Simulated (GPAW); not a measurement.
Au:

```
Au
1.0
     0.00000    2.03500    2.03500
     2.03500    0.00000    2.03500
     2.03500    2.03500    0.00000
Au
1
Direct
  0.00000 0.00000 0.00000
```

```yaml
Program: GPAW 26.7.0
Task: relaxation of cell and atoms
Functional: BLYP
Potentials_or_basis: PAW data sets generated in the run's folder for this functional
Cutoff: 600 eV
Basis: pw
k_mesh: 11 × 11 × 11
Occupations: fermi-dirac, width 0.05 eV
Spin: no spin polarisation
```

At the start: pressure 25.4 GPa; volume 16.85 Å³/atom.

How do energy, volume and symmetry change on relaxing?

Over 16 steps the energy falls by 186.0 meV/atom and the volume is 19.64 Å³/atom (+16.5 %); space group Fm-3m (No. 225, to 0.05 Å).

The path:
| step | energy change (eV) | largest force (eV/Å) | pressure (GPa) | volume (Å³) |
| --- | --- | --- | --- | --- |
| 1 | 0.0000 | 0.0000 | 25.37 | 16.85 |
| 2 | -0.1479 | 0.0000 | 9.54 | 18.26 |
| 3 | -0.1767 | 0.0000 | -3.57 | 20.44 |
| 4 | -0.1782 | 0.0000 | -3.29 | 20.37 |
| 5 | -0.1808 | 0.0000 | -2.74 | 20.24 |
| 6 | -0.1835 | 0.0000 | -1.93 | 20.05 |
| 7 | -0.1855 | 0.0000 | -0.90 | 19.83 |
| 8 | -0.1859 | 0.0000 | 0.30 | 19.60 |
| 9 | -0.1859 | 0.0000 | 0.29 | 19.60 |
| 10 | -0.1860 | 0.0000 | 0.27 | 19.60 |
| 11 | -0.1860 | 0.0000 | 0.25 | 19.61 |
| 12 | -0.1860 | 0.0000 | 0.23 | 19.61 |
| 13 | -0.1860 | 0.0000 | 0.19 | 19.62 |
| 14 | -0.1860 | 0.0000 | 0.16 | 19.62 |
| 15 | -0.1860 | 0.0000 | 0.12 | 19.63 |
| 16 | -0.1860 | 0.0000 | 0.07 | 19.64 |

Final structure:
```yaml
crystal:
  lattice:
    - [0.00000, 2.14148, 2.14148]
    - [2.14148, 0.00000, 2.14148]
    - [2.14148, 2.14148, 0.00000]
  atoms:
    - { symbol: Au, position: [0.00000, 0.00000, 0.00000] }
```

Caveat: with this Au data set, volumes or pressures lay over 1.5 % or 2 GPa off other programs in two to four cells of ten; later steps reuse the first step's grids; the volume moved by over 15 % at a fixed basis, so the end points are rough; the volume moved by +17 % from the deposited cell, more than functionals usually miss.
